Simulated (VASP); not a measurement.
**MgO in VASP: one cell, several levels of theory**

MgO (rocksalt), under +3.0 % equal strain in all directions is computed at one geometry. Runs: PBE, r2SCAN. The results are then set beside those of Ansatz 0.2.0 for the same cell.

The runs shown are made with VASP 6.6.1. PAW datasets, plane waves. Computed at 0 K without zero-point motion; spin polarisation is off.

## 1. The structure to begin with

The cell comes from an earlier relaxation with r2SCAN in another program.

The symmetry is Fm-3m (No. 225, cubic); a = 4.330 Å in the conventional setting, 10.15 Å³ an atom. Around Mg lie 6 O at 2.17 Å; around O lie 6 Mg at 2.17 Å.

The structure in full:

Space group Fm-3m (No. 225). a = 4.330 Å, b = 4.330 Å, c = 4.330 Å, α = 90.00°, β = 90.00°, γ = 90.00°
| atom | site | symmetry | x | y | z |
| --- | --- | --- | --- | --- | --- |
| Mg | 4a | m-3m | 0.0000 | 0.0000 | 0.0000 |
| O | 4b | m-3m | 0.5000 | 0.0000 | 0.0000 |

## 2. PBE at this geometry

INCAR reads:

```
ENCUT = 520.000000
SIGMA = 0.020000
EDIFF = 1.00e-07
GGA = PE
PREC = Accurate
IBRION = -1
ISIF = 2
ISMEAR = -1
NBANDS = 11
NELM = 120
NSW = 0
LASPH = .TRUE.
LCHARG = .FALSE.
LWAVE = .FALSE.
LREAL = .FALSE.
```

KPOINTS reads:

```
KPOINTS created by Atomic Simulation Environment
0
Gamma
10 10 10
0 0 0
```

KPOINTS_OPT reads:

```
special points
6
Reciprocal
0.0000000000 0.0000000000 0.0000000000 1
0.5000000000 0.0000000000 0.5000000000 1
0.6250000000 0.2500000000 0.6250000000 1
0.3750000000 0.3750000000 0.7500000000 1
0.5000000000 0.5000000000 0.5000000000 1
0.5000000000 0.2500000000 0.7500000000 1
```

POSCAR reads:

```
Mg O
 1.0000000000000000
     0.0000000000000000    2.1652324378999999    2.1652324378999999
     2.1652324378999999    0.0000000000000000    2.1652324378999999
     2.1652324378999999    2.1652324378999999    0.0000000000000000
 Mg  O
   1   1
Cartesian
  0.0000000000000000  0.0000000000000000  0.0000000000000000
  2.1652324378999999  2.1652324378999999  2.1652324378999999
```

Potentials: the recommended PBE PAW datasets, 8 valence electrons in the neutral cell.

Started as:

```sh
> mpirun -np 1 vasp_std
```

## 3. Single point with r2SCAN

INCAR reads:

```
ENCUT = 520.000000
SIGMA = 0.010000
EDIFF = 1.00e-07
ALGO = Normal
METAGGA = R2SCAN
PREC = Accurate
IBRION = -1
ISIF = 2
ISMEAR = 0
NBANDS = 11
NELM = 120
NSW = 0
LASPH = .TRUE.
LCHARG = .TRUE.
LELF = .TRUE.
LWAVE = .FALSE.
LREAL = .FALSE.
```

KPOINTS is that of step 2.

KPOINTS_OPT is that of step 2.

POSCAR is that of step 2.

Q: Predict the outcome of this session. Wanted: for each run, gap; pressure; Ansatz: gap; Ansatz: pressure.

**Answer**, as computed:

```
 level  gap (eV)  pressure (GPa)  Ansatz: gap (eV)  Ansatz: pressure (GPa)
   PBE      3.96           -7.90              3.98                   -7.15
r2SCAN      4.80          -13.40              4.83                  -12.33
```

What this shows: The gap spans 3.96 eV (PBE) to 4.80 eV (r2SCAN). The pressure is highest with PBE (-7.9 GPa) and lowest with r2SCAN (-13.4 GPa), which orders the cells that they would relax to. The two programs agree on the gap within 0.03 eV, far less than the spread between functionals. Each program uses its own PAW datasets and cutoff. VASP's cell holds 8 valence electrons and Ansatz's 16.
